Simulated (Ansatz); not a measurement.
Cs: a run for the field gradients

```yaml
crystal:
  lattice:
    - [5.51925725, 0.0, 0.0]
    - [0.0, 10.0516815, 0.0]
    - [0.0, 0.0, 8.98807487]
  atoms:
    - { symbol: Cs, position: [0.73930103, 0.3947436, 0.75], spin: 0.2 }
    - { symbol: Cs, position: [0.26069897, 0.6052564, 0.25], spin: 0.2 }
    - { symbol: Cs, position: [0.73930103, 0.1052564, 0.25], spin: 0.2 }
    - { symbol: Cs, position: [0.26069897, 0.8947436, 0.75], spin: 0.2 }
kpoints:
  mp_grid: { grid: [5, 3, 3] }
scf:
  occupations: { method: fermi_dirac, width: 0.05 }
hamiltonian:
  xc: pbe
  pseudopotentials: { kind: nc }
output:
  forces: true
  stress: true
  populations: true
  efg:
    quadrupole_moments_barn: { Cs: -0.00343 }
    contact_densities: true
magnetization:
  spin_polarized: true
basis:
  xc_grid: 1
```

```sh
ansatz run input.yaml --threads 1 --pin off --max-ram 2560MiB --backend cpu --events-out ev --progress --plain --runs-dir out
```

(1) What happens when this input is run?

Answers

(1) The program refused the input. The program says:

```
Error: output.efg without hamiltonian.pseudopotentials.kind: paw|paw_fr|all_electron or hamiltonian.pseudopotentials.kind: all_electron — the all-electron EFG reconstruction needs the PAW one-centre densities; drop the efg request, or set kind: paw (paw_fr under spin-orbit coupling) (under a functional that reads the kinetic-energy density, kind: paw is refused in some combinations and carries risks of its own in the rest: see hamiltonian.xc for the refusals and hamiltonian.pseudopotentials.kind for the risks, both in the input reference; kind: paw is refused beside gw.static_remainder)
```

Against a sound input the change was `hamiltonian.pseudopotentials`: {kind: paw} → {kind: nc}; `magnetization`: not typed → {spin_polarized: true}; `basis.xc_grid`: not typed → 1. The message points to `hamiltonian.pseudopotentials`.

With the sound settings the run converges and gives V_zz (10²¹ V/m²) Cs -0.081 (η 0.30). The run finds no gap above 0.1 eV (a metal, or nearly one), so the gradients can move by 10 % or more with the k-mesh. Without spin–orbit coupling (the program notes it for Cs) the gradients can shift somewhat, as the gap is small.
